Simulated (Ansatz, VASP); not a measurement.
# Li5S3: VASP beside Ansatz

Contents of INCAR:

```
ALGO = Normal ; EDIFF = 1E-6
EDIFFG = -0.01 ; ENCUT = 600
GGA = PE ; IBRION = 2
ISIF = 3 ; ISMEAR = 0
LASPH = T ; LCHARG = F
LREAL = F ; LWAVE = F
NELM = 100 ; NSW = 100
PREC = Accurate ; SIGMA = 0.1
```

KPOINTS

```
k-points
0
Gamma
  8 8 8
```

Contents of POSCAR:

```
Li5S3
1.0
   -3.1313596900      3.1313596900      3.1313596900
    3.1313596900     -3.1313596900      3.1313596900
    3.1313596900      3.1313596900     -3.1313596900
Li S
5 3
Direct
    0.0000000000      0.0000000000      0.0000000000
    0.0000000000      0.0000000000      0.5000000000
    0.0000000000      0.5000000000      0.0000000000
    0.5000000000      0.0000000000      0.0000000000
    0.5000000000      0.5000000000      0.5000000000
    0.0000000000      0.5000000000      0.5000000000
    0.5000000000      0.5000000000      0.0000000000
    0.5000000000      0.0000000000      0.5000000000
```

Input for Ansatz:

```yaml
crystal:
  lattice:
    - [-3.13135969, 3.13135969, 3.13135969]
    - [3.13135969, -3.13135969, 3.13135969]
    - [3.13135969, 3.13135969, -3.13135969]
  atoms:
    - { symbol: Li, position: [0.0, 0.0, 0.0] }
    - { symbol: Li, position: [0.0, 0.0, 0.5] }
    - { symbol: Li, position: [0.0, 0.5, 0.0] }
    - { symbol: Li, position: [0.5, 0.0, 0.0] }
    - { symbol: Li, position: [0.5, 0.5, 0.5] }
    - { symbol: S, position: [0.0, 0.5, 0.5] }
    - { symbol: S, position: [0.5, 0.5, 0.0] }
    - { symbol: S, position: [0.5, 0.0, 0.5] }
basis:
  ecutwfc: 420
kpoints:
  mp_grid: { grid: [8, 8, 8] }
hamiltonian:
  xc: pbe
scf:
  occupations: { method: gaussian, width: 0.1 }
output:
  forces: true
  stress: true
  eigenvalues: true
relax:
  adjacent_minimum: "off"
  f_tol: 0.01
  max_steps: 80
  cell: { stress_tol: 0.05 }
```

Change from the starting cell: species swapped into the Fe5Co3 type (Im-3m, No. 229).

Alike in both runs: task relaxation of cell and atoms; functional PBE; k mesh 8 × 8 × 8; occupations gaussian, width 0.1 eV; no spin polarisation.

|  | VASP | Ansatz |
| --- | --- | --- |
| version | VASP 6.6.1 | Ansatz 0.2.0 |
| potentials or method | VASP PAW PBE potentials, release 64 (Li_sv, S) | scalar-relativistic, plane waves, PAW |
| plane-wave cutoff (eV) | 600 | 420 |
| valence electrons in the cell | 33 | 33 |

|  | VASP | Ansatz | Ansatz less VASP |
| --- | --- | --- | --- |
| gap on the k mesh at the Fermi level, each at its own relaxed structure (eV) | none | none | - |
| relaxed volume (Å³/atom) | 14.91 | 14.96 | +0.052 |
| relaxed cell length with the largest relative difference (Å) | 5.371 | 5.377 | +0.0063 |
| energy change over the relaxation (meV/atom) | -2 | -1 | +0.4 |

A gap of «none» marks a metal or a gap that the smearing closes.

Caveats: the cutoff is under 1.25 times the usual one of these potentials, so pressure, stress and relaxed cells hold a basis-set (Pulay) error (VASP).
